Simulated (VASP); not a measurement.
# Metal contacts to WS2, part 3 of 3

Does the barrier of WS2 follow the work function of the metal under it?

VASP 6.6.1, plane waves and PAW; the level of theory is named at each step.

So far: Relax the free sheet, PBE; Levels of the free sheet, PBE; Relax the metal slab, PBE; Work function of the metal, PBE; Relax the contact, PBE; Levels of the contact, PBE.

### 8. Free sheet on the mesh of the contact, PBE

The binding energy needs the sheet at the mesh and smearing of the contact.

Level: PBE with D3(BJ), no spin polarisation; plane waves and PAW (W_sv, S).

System, named by how it was started: 2H-WS2 monolayer. The cell holds 9 atoms: 3 W and 6 S. Cell: a = 5.467 Å, b = 5.467 Å, c = 22.000 Å, α = 90.0°, β = 90.0°, γ = 120.0°. It derives from WS2 (2H-WS2 monolayer). Vacuum lies along c.

INCAR reads:

```
SYSTEM = WS2
PREC = Normal
ENCUT = 330
EDIFF = 1E-05
NELM = 120
ISMEAR = 1
SIGMA = 0.1
LREAL = Auto
ALGO = Fast
GGA = PE
IVDW = 12
NBANDS = 48
LASPH = .TRUE.
LMAXMIX = 4
LORBIT = 11
LWAVE = .FALSE.
LCHARG = .FALSE.
KPAR = 4
IDIPOL = 3
LDIPOL = .TRUE.
DIPOL = 0.5 0.5 0.5
```

POSCAR reads:

```
WS2
1.0
    4.7349934200      2.7337497257      0.0000000000
   -4.7349934200      2.7337497257      0.0000000000
    0.0000000000      0.0000000000     22.0000000000
W S
3 6
Direct
    0.3333333333      0.3333333334      0.5000000000
    0.6666666667      0.0000000000      0.5000000000
    0.0000000000      0.6666666667      0.5000000000
    0.3333333333      0.0000000000      0.4282980689
    0.6666666667      0.6666666666      0.4282980689
    0.0000000000      0.3333333333      0.4282980689
    0.3333333333      0.0000000000      0.5717019311
    0.6666666667      0.6666666666      0.5717019311
    0.0000000000      0.3333333333      0.5717019311
```

KPOINTS reads:

```
Automatic mesh
0
Gamma
6 6 1
0 0 0
```

The projector-augmented-wave data sets are W_sv and S (PBE family, release 64).

The run is started by

```sh
$ mpirun -np 4 vasp_std
```

The program printed:

```text
[banner, memory and clock lines left out]
running    4 mpi-ranks, on    1 nodes
[...]
LDA part: xc-table for (Slater+PW92), standard interpolation
 POSCAR, INCAR and KPOINTS ok, starting setup
[...]
entering main loop
       N       E                     dE             d eps       ncg     rms          rms(c)
DAV:   1     0.576944435022E+03    0.57694E+03   -0.33821E+04   840   0.936E+02
DAV:   2    -0.173046908116E+02   -0.59425E+03   -0.58349E+03   896   0.273E+02
DAV:   3    -0.734072991080E+02   -0.56103E+02   -0.55529E+02   840   0.839E+01
DAV:   4    -0.750534738952E+02   -0.16462E+01   -0.16323E+01   888   0.146E+01
[...]
RMM:  18    -0.709787370777E+02   -0.87777E-04   -0.13698E-05   525   0.128E-02    0.619E-03
RMM:  19    -0.709787588404E+02   -0.21763E-04   -0.30094E-06   516   0.723E-03    0.351E-03
RMM:  20    -0.709787654829E+02   -0.66426E-05   -0.17138E-06   435   0.470E-03
   1 F= -.73774581E+02 E0= -.73774696E+02  d E =0.345661E-03
```

Run time: 26 s. Hardware: 4 MPI ranks of Intel Xeon Platinum 8259CL at 2.50GHz (Skylake/Cascade Lake), shared host; peak memory 1 GiB; 99 s of CPU time.

From OUTCAR (step 8):

```text
 Edisp (eV)   -2.79582

  Total       0.03675     0.03675    -0.26191    -0.00000     0.00000     0.00000
  in kB       0.10339     0.10339    -0.73678    -0.00000     0.00000     0.00000
  external pressure =       -0.18 kB  Pullay stress =        0.00 kB

 POSITION                                       TOTAL-FORCE (eV/Angst)
 -----------------------------------------------------------------------------------
     -0.00000      1.82250     11.00000         0.000000      0.000000     -0.000000
      3.15666      1.82250     11.00000         0.000000     -0.000000     -0.000000
     -3.15666      1.82250     11.00000         0.000000     -0.000000     -0.000000
      1.57833      0.91125      9.42256        -0.000000      0.000000      0.002777
      0.00000      3.64500      9.42256        -0.000000      0.000000      0.002777
     -1.57833      0.91125      9.42256         0.000000      0.000000      0.002777
      1.57833      0.91125     12.57744        -0.000000      0.000000     -0.002777
      0.00000      3.64500     12.57744        -0.000000      0.000000     -0.002777
     -1.57833      0.91125     12.57744         0.000000      0.000000     -0.002777
 -----------------------------------------------------------------------------------
    total drift:                                0.000000     -0.000079      0.000003

  FREE ENERGIE OF THE ION-ELECTRON SYSTEM (eV)
  ---------------------------------------------------
  free  energy   TOTEN  =       -73.7745811187 eV

  energy  without entropy=      -73.7749267795  energy(sigma->0) =      -73.77469634

[... 1 part as in an earlier step ...]

[... 2 further parts left out ...]
[key lines of the parts left out:]
E-fermi :  -2.0608
```

This run gave:

```
energy(sigma→0) of the program : -73.7747 eV
```

### 9. The whole series

The other members went through these steps as far as the tables show, with one cutoff, energies on the coarser mesh and levels on the finer; 50 runs are not shown, of which 3 ended short or failed. The session took 42 core hours (wall time by ranks) on a shared machine.

The sheet's edges are those of the free sheet, carried over by the core potential of W. Gap of the free sheet: 1.94 eV. Metals are cut along their close-packed face. Distance: mean height of the sheet's lower layer over the top metal layer; binding: contact less relaxed slab and free sheet, by cell area. Atoms of the sheet's lower layer that start on top of a surface metal atom: Au 0 of 3, Ag 0 of 3, Al 0 of 3, Pd 0 of 3, Pt 0 of 3, Ir 0 of 3, Rh 0 of 3, Ru 0 of 3, Os 0 of 3, Zn 0 of 3.

```tsv
metal	strain against the database cell (%)	distance (Å)	binding energy (meV/Å²)	work function of the metal (eV)	work function with the sheet (eV)	Fermi level above the sheet's valence top or Dirac point (eV)	sheet's conduction bottom or Dirac point above the Fermi level (eV)
Au	-5.27	2.95	-49.33	5.46	4.83	0.83	1.10
Ag	-5.52	2.74	-55.19	4.77	4.37	1.30	0.63
Al	-4.54	2.85	-37.79	4.04	4.35	1.33	0.61
Pd	-0.61	2.27	-97.29	5.30	4.77	0.87	1.07
Pt	-1.32	2.43	-77.27	5.68	4.75	0.90	1.04
Ir	0.67	2.31	-85.99	5.48	4.62	1.03	0.90
Rh	1.78	2.22	-108.23	5.10	4.65	0.99	0.94
Ru	1.31	2.24	-109.90	5.02	4.47	1.16	0.77
Os	-0.34	2.34	-90.41	5.39	4.53	1.13	0.81
Zn	2.88	2.96	-35.16	4.27	4.38	?	?
```

### 10. Against the metal's work function

Fitting a straight line to the 9 known rows (W: work function of the strained metal in eV) gives Fermi level above the valence top or Dirac point = − 0.2980 W + 2.592 in eV; the residuals are 0.10 eV r.m.s.

For the withheld row, W = 4.273, the fit gives 1.319 eV.

### 11. The withheld row

The calculation gives 1.281 eV, so the prediction is 0.038 eV too high, within twice the residual of the fit.

### 12. What came out

```yaml
fall_of_the_level_per_ev_of_work_function: 0.30
error_for_zn: 0.038 eV
strongest_binding: Ru, -110 meV/Å² at 2.24 Å
weakest_binding: Zn, -35 meV/Å² at 2.96 Å
```

In words: A slope of 1 is the Schottky-Mott limit and 0 full pinning; the fit gives 0.30. Begun but not finished: Re. A second line-up, by the vacuum level above the sheet, differs from the one by core potentials by up to 0.04 eV, and meshes were not tested, so closer ranks of barriers, and of binding within a few meV/Å², are ties. The lowest electron barrier is at Al (0.61 eV). Barriers rest on a semilocal gap, which is too small for a free sheet. Spin-orbit coupling, which splits and raises the valence top of this sheet, is left out. On Pd, Pt, Ir, Rh, Ru and Os the sheet sits closer than 2.55 Å; there its bands mix with the metal's, and levels carried over from the free sheet are a guide only. The distances that sort contacts in this text are picked. One registry and four metal layers were run for each, strained as the table shows; another registry can bind at another distance.

[Lines on the potential files, build, host, timing and source positions are cut from VASP's logs without a mark.]

[Logs are printed without paths, hosts, clocks, repeated set-up lines and the standing remarks that a program may print on its own settings, such as how far it seeks lower states.]

[Hosts, paths, dates, database ids (printed as entryN), source tags and the programs' standing remarks are cut or masked in the printed files.]
